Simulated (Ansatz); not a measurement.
**Cu: other elements on the same sites**

An exercise on one series of results from a longer session: the logs are not shown, and one member is left open.

Computed with Ansatz 0.2.0 (DFT PBE, scalar-relativistic, plane waves, PAW, unless a step's input says otherwise).

1 further run of the same task is left out (set aside as unsound or not needed).

## The structure to begin with

It takes space group Fm-3m (No. 225, cubic). The conventional cell has a = 3.630 Å, b = 3.630 Å, c = 3.630 Å, α = 90.00°, β = 90.00°, γ = 90.00°. Cu (site symmetry m-3m) has 12 Cu at 2.57 Å as nearest neighbours.

Coordinates:

```cif
data_structure
_symmetry_space_group_name_H-M 'Fm-3m'
_symmetry_Int_Tables_number 225
_cell_length_a 3.6298
_cell_length_b 3.6298
_cell_length_c 3.6298
_cell_angle_alpha 90.000
_cell_angle_beta 90.000
_cell_angle_gamma 90.000
_cell_volume 47.82
loop_
_atom_site_label
_atom_site_type_symbol
_atom_site_symmetry_multiplicity
_atom_site_Wyckoff_symbol
_atom_site_fract_x
_atom_site_fract_y
_atom_site_fract_z
_atom_site_occupancy
Cu1 Cu 4 a 0.00000 0.00000 0.00000 1
```

It goes back to an entry of the Materials Project.

It is the result of an earlier relaxation at this level (volume 11.96 Å³/atom; gap on the mesh: none (metal)).

Set-up of the first run:

File input.yaml:

```yaml
crystal:
  lattice:
    - [0.0, 1.9250529456, 1.9250529456]
    - [1.9250529456, 0.0, 1.9250529456]
    - [1.9250529456, 1.9250529456, 0.0]
  atoms:
    - { symbol: Cd, position: [0.0, 0.0, 0.0] }
basis:
  ecutwfc: 420
kpoints:
  mp_grid: { grid: [8, 8, 8] }
hamiltonian:
  xc: pbe
scf:
  occupations: { method: gaussian, width: 0.1 }
output:
  forces: true
  stress: true
  eigenvalues: true
```

Started as:

```sh
$ ansatz run input.yaml --threads 1 --pin off --max-ram 2560MiB --backend cpu --events-out ev --progress --plain --runs-dir out
```

Steps of the session up to this table: Probe: one point at the start (Cd); Rough relaxation on the coarse mesh (Cd); Relaxing cell and atoms (Cd); Probe: one point at the start (Na); Rough relaxation on the coarse mesh (Na); The relaxation (Na).

One table of the session follows, with a row left open; its other results are not shown here.

Lengths are those of the vectors of the cell that was run:

```
   swap  volume (Å³/atom)  a (Å)  b (Å)  c (Å)
   none             11.96  2.567  2.567  2.567
Cu → Fe             12.06  2.574  2.574  2.574
Cu → Sn             27.99  3.408  3.408  3.408
Cu → Mg             23.08  3.196  3.196  3.196
Cu → Sr             54.71  4.261  4.261  4.261
Cu → Cd                 ?      ?      ?      ?
Cu → Na             36.83  3.735  3.735  3.735
```

Estimate the missing values for Cu → Cd.

**Answer.** volume (Å³/atom): 22.89; a (Å): 3.187; b (Å): 3.187; c (Å): 3.187. In the column «volume (Å³/atom)» it lies between Cu → Fe (12.06) and Cu → Mg (23.08).

Lengths are those of the computed cell. Rows of earlier swaps come from the sessions before.
